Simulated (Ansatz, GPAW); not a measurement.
Given: the input of a run of GPAW 26.7.0 (ASE script) on MnS. The cell is a database's computed one, not the measured one.

run.py

```python
from ase import Atoms
from ase.dft.bandgap import bandgap
from ase.io import write
from ase.units import GPa
from gpaw import GPAW, PW

atoms = Atoms(['Mn', 'S'],
              cell=[[1.8299960138, 1.0565486912, 2.9709202777],
                    [-1.8299960138, 1.0565486912, 2.9709202777],
                    [0.0, -2.1130973823, 2.9709202777]],
              scaled_positions=[[0.0, 0.0, 0.0],
                                [0.5, 0.5, 0.5]],
              pbc=True)
atoms.set_initial_magnetic_moments([4.0, 0.0])

calc = GPAW(mode=PW(600),
            xc='PBE',
            kpts={'size': (9, 9, 9), 'gamma': True},
            occupations={'name': 'methfessel-paxton', 'order': 0, 'width': 0.1},
            nbands=21,
            convergence={'density': 1e-05, 'energy': 1e-05},
            maxiter=150,
            txt='gpaw.txt')
atoms.calc = calc
energy = atoms.get_potential_energy()
forces = atoms.get_forces()
stress = atoms.get_stress()
calc.write('gs.gpw')
write('result.traj', atoms)
print(f'Energy: {energy:.6f} eV')
print('Forces (eV/A):')
print(forces.round(4))
print('Stress (GPa):', (stress / GPa).round(3))
print('Moments:', calc.get_magnetic_moments().round(3))
print('Fermi level:', round(calc.get_fermi_level(), 4), 'eV')
print(f'Gap: {bandgap(calc)[0]:.4f} eV, direct: {bandgap(calc, direct=True)[0]:.4f} eV')
```

Potentials or basis: GPAW PAW data sets (gpaw-data 1.2.1), pw.

The run is started by

```bash
$ OMP_NUM_THREADS=1 python run.py
```

Task: Set up the same calculation for Ansatz 0.2.0. Potentials or basis there: Ansatz PAW, cutoff 420 eV.

Result: As run (cutoffs and basis follow the program's own potentials, and thresholds, step limits or extra output files can differ):

File input.yaml:

```yaml
crystal:
  lattice:
    - [1.8299960138, 1.0565486912, 2.9709202777]
    - [-1.8299960138, 1.0565486912, 2.9709202777]
    - [0.0, -2.1130973823, 2.9709202777]
  atoms:
    - { symbol: Mn, position: [0.0, 0.0, 0.0], spin: 4.0 }
    - { symbol: S, position: [0.5, 0.5, 0.5] }
hamiltonian:
  xc: pbe
  pseudopotentials: { kind: paw }
magnetization:
  spin_polarized: true
kpoints:
  mp_grid: { grid: [9, 9, 9] }
scf:
  occupations: { method: gaussian, width: 0.1 }
output:
  forces: true
  stress: true
  eigenvalues: true
  write_density: true
  write_potential: true
  elf: true
  volumetric_format: npy
```

Potentials or basis: Ansatz PAW.

Run with:

```bash
$ ansatz run input.yaml --threads 1 --pin off --max-ram 3584MiB --backend cpu --events-out ev --progress --plain --runs-dir out
```

Both were run:

|  | GPAW | Ansatz |
| --- | --- | --- |
| Pressure | -1.6 GPa | -1.5 GPa |
| Net moment | 4.64 μB per cell | 4.66 μB per cell |

Ansatz's pressure holds a Pulay term of +0.04 GPa for its cutoff of 420 eV, which the other run lacks.

Where Ansatz's input types no cutoff or centring, it takes its own default and a Γ-centred mesh.

The magnetic state is the one that the start led to; the real crystal's order can differ.

Pressure is positive in compression.
